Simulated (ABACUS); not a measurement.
# Tc (P6_3/mmc) in ABACUS: further runs, part 2 of 2

ABACUS 3.10.1. The steps go on from the part before.

## 3. Single point, PBE

INPUT

```
INPUT_PARAMETERS
suffix              Tc
calculation         scf
basis_type          lcao
pseudo_dir          ./
orbital_dir         ./
symmetry            1
dft_functional      pbe
ecutwfc             100
pseudo_rcut         7
nspin               1
nbands              19
ks_solver           genelpa
smearing_method     fd
smearing_sigma      0.00367493
scf_thr             1e-07
scf_nmax            100
mixing_type         broyden
mixing_beta         0.7
cal_force           1
cal_stress          1
out_mul             1
```

STRU

```
ATOMIC_SPECIES
Tc 97.9072 Tc_ONCV_PBE-1.2.upf

NUMERICAL_ORBITAL
Tc_confined-atom_7au_3s2p2d1f.orb

LATTICE_CONSTANT
5.1778495815

LATTICE_VECTORS
1.0000000000 0.0000000000 0.0000000000
-0.5000000000 0.8660254038 0.0000000000
0.0000000000 0.0000000000 1.6051094891

ATOMIC_POSITIONS
Cartesian

Tc
0.0
2
0.5000000000 0.2886751346 1.2038321168 1 1 1
0.0000000000 0.5773502692 0.4012773723 1 1 1
```

KPT

```
K_POINTS
0
Gamma
11 11 6 0 0 0
```

Potentials or basis: SG15 ONCV 1.2 PBE, DZP LCAO (the cutoffs set its grid).

Run with:

```
> OMP_NUM_THREADS=1 mpirun -np 4 abacus > log
```

running log:

```text
ABACUS v3.10.1

               Atomic-orbital Based Ab-initio Computation at UStc

 ------------------------------------------------------------------------------------

 READING GENERAL INFORMATION
                           global_out_dir = OUT.Tc/
                           global_in_card = INPUT
                               pseudo_dir = ./
                              orbital_dir = ./
                                    DSIZE = 4
                                    GSIZE = 1

 READING UNITCELL INFORMATION
                                    ntype = 1
                  lattice constant (Bohr) = 5.17785
              lattice constant (Angstrom) = 2.74

[... 354 lines left out ...]
       2       -43.7458     0.00275482
       3       -16.6272     0.00275482
       4       -15.5167     0.00275482
       5       -15.5167     0.00275482
       6       -15.3301     0.00275482
[... 104 lines left out ...]
       6       -15.7959      0.0165289
[... 11 lines left out ...]
      18        26.0980    2.34678e-31
      19        27.3945    1.28618e-42

[... levels at 58 further k points ...]

 correction force for each atom along direction 1 is 3.52986e-11
 correction force for each atom along direction 2 is -3.12142e-11
 correction force for each atom along direction 3 is 5.24122e-09
------------------------------------------------------------------------------------------
 TOTAL-FORCE (eV/Angstrom)
------------------------------------------------------------------------------------------
                       Tc1         0.0000000000         0.0000000000         0.0000000000
                       Tc2         0.0000000000         0.0000000000         0.0000000000
------------------------------------------------------------------------------------------

----------------------------------------------------------------
 TOTAL-STRESS (KBAR)
----------------------------------------------------------------
        52.8432254983        -0.0000000000         0.0000000000
         0.0000000000        52.8432254964         0.0000000000
         0.0000000000        -0.0000000000        46.9351614311
----------------------------------------------------------------
 TOTAL-PRESSURE: 50.873871 KBAR

 --------------------------------------------
 !FINAL_ETOT_IS -4387.7404595907182738 eV
 --------------------------------------------
```

stdout:

```text
ABACUS v3.10.1

               Atomic-orbital Based Ab-initio Computation at UStc

%%%%%%%%%%%%%%%%%%%%%%%%%%%%%%%%%%%%%%%%%%%%%%%%%%%%%%%%%%%%%%%%%%%%%%%%%%%%%%%%%%%%%%%%%%%%%%%%%%%%%%%%%
 Warning: the number of valence electrons in pseudopotential > 7 for Tc: [Kr] 4d5 5s2
[... 33 lines left out ...]
 TOTAL-STRESS (KBAR)
----------------------------------------------------------------
        52.8432254983        -0.0000000000         0.0000000000
         0.0000000000        52.8432254964         0.0000000000
         0.0000000000        -0.0000000000        46.9351614311
----------------------------------------------------------------
 TOTAL-PRESSURE: 50.873871 KBAR
```

mulliken.txt:

```text
 0
CALCULATE THE MULLIkEN ANALYSIS FOR EACH ATOM
 Total charge:	30
Decomposed Mulliken populations
0                             Zeta of Tc              Spin 1
s                                      0              1.9987
[... 71 lines left out ...]
SUM OVER M+Zeta                                       5.7337

fz^3                                   0              0.0245
fxz^2                                  0              0.0179
fyz^2                                  0              0.0184
fzx^2-zy^2                             0              0.0193
fxyz                                   0              0.0244
fx^3-3*xy^2                            0              0.0179
f3yx^2-y^3                             0              0.0222
SUM OVER M                                            0.1445
SUM OVER M+Zeta                                       0.1445

SUM OVER M+Zeta+L                                    15.0000

Total Charge on atom:                 Tc             15.0000
```

Wall time 15 s (4 MPI ranks of AMD EPYC (Zen 3), shared host); peak memory 0.4 GiB.

Results:

```
Free energy            : -4387.7405 eV
Pressure               : 5.1 GPa
Band gap on the k mesh : none (metal or under the smearing width)
```

Levels at points of the mesh, in eV from the Fermi level:
```csv
k point,band 13,band 14,band 15,band 16,band 17,band 18
"(0.00, 0.00, 0.00)",-1.47,-0.80,-0.80,-0.11,-0.11,1.68
"(0.00, 0.00, 0.50)",-1.66,-1.66,-1.66,-1.66,1.87,1.87
```

Caveat: the atomic orbitals were generated for these runs and aren't a published set; the basis of atomic orbitals isn't converged, which shifts pressures, moduli and gaps.

## 4. Single point, PBEsol

INPUT, as its differences from that of step 3:

```diff
@@ -7,3 +7,3 @@
 symmetry            1
-dft_functional      pbe
+dft_functional      pbesol
 ecutwfc             100
```

STRU is that of step 3.

KPT is that of step 3.

Run with:

```
> OMP_NUM_THREADS=1 mpirun -np 4 abacus > log
```

Wall time 15 s (4 MPI ranks of AMD EPYC (Zen 3), shared host); peak memory 0.4 GiB.

Results (log left out):

| Property | Result |
| --- | --- |
| Free energy | -4384.1527 eV |
| Pressure | -3.8 GPa |
| Band gap on the k mesh | none (metal or under the smearing width) |

Stress tensor (GPa, compression positive):
```
-3.59  0.00  0.00
 0.00 -3.59  0.00
 0.00  0.00 -4.12
```

Levels at points of the mesh, in eV from the Fermi level:
```tsv
k point	band 11	band 12	band 13	band 14	band 15	band 16	band 17	band 18	band 19
(0.00, 0.00, 0.00)	-1.54	-1.54	-1.47	-0.79	-0.79	-0.09	-0.09	1.60	2.59
(0.00, 0.00, 0.50)	-1.92	-1.92	-1.67	-1.67	-1.67	-1.67	1.91	1.91	1.91
```

Caveat: the atomic orbitals were generated for these runs and aren't a published set; the potentials were made for another functional, which shifts forces and pressure; the basis of atomic orbitals isn't converged, which shifts pressures, moduli and gaps.

## 5. Single point, WC

INPUT, as its differences from that of step 4:

```diff
@@ -7,3 +7,3 @@
 symmetry            1
-dft_functional      pbesol
+dft_functional      wc
 ecutwfc             100
```

STRU is that of step 4.

KPT is that of step 4.

Run with:

```
> OMP_NUM_THREADS=1 mpirun -np 4 abacus > log
```

Run time: 14 s. Hardware: 4 MPI ranks of AMD EPYC (Zen 3), shared host; peak memory 0.4 GiB.

It converged, with:

* Free energy: -4386.1662 eV
* Pressure: -2.0 GPa
* Band gap on the k mesh: none (metal or under the smearing width)

Stress tensor (GPa, compression positive):
```
-1.76  0.00  0.00
 0.00 -1.76  0.00
 0.00  0.00 -2.41
```

Levels at points of the mesh, in eV from the Fermi level:
| k point | band 11 | band 12 | band 13 | band 14 | band 15 | band 16 | band 17 | band 18 | band 19 |
| --- | --- | --- | --- | --- | --- | --- | --- | --- | --- |
| (0.00, 0.00, 0.00) | -1.54 | -1.54 | -1.47 | -0.80 | -0.80 | -0.10 | -0.10 | 1.64 | 2.58 |
| (0.00, 0.00, 0.50) | -1.91 | -1.91 | -1.67 | -1.67 | -1.67 | -1.67 | 1.90 | 1.90 | 1.90 |

Caveat: the atomic orbitals were generated for these runs and aren't a published set; the potentials were made for another functional, which shifts forces and pressure; the basis of atomic orbitals isn't converged, which shifts pressures, moduli and gaps.

## 6. The runs side by side

| level | gap on the mesh (eV) | pressure (GPa) |
| --- | --- | --- |
| LDA | none | -8.4 |
| PBE | none | 5.1 |
| PBEsol | none | -3.8 |
| WC | none | -2.0 |

Alike in all rows: task single point; potentials or basis SG15 ONCV 1.2 PBE, DZP LCAO (the cutoffs set its grid); no spin polarisation; cell as given; k mesh 11 × 11 × 6; cutoff (eV) 1361; smearing fermi-dirac 0.05 eV.

Caveats: the atomic orbitals were generated for these runs and aren't a published set; the basis of atomic orbitals isn't converged, which shifts pressures, moduli and gaps; the potentials were made for another functional, which shifts forces and pressure (some runs).

Absolute energies hang on the potentials; compare differences alone.
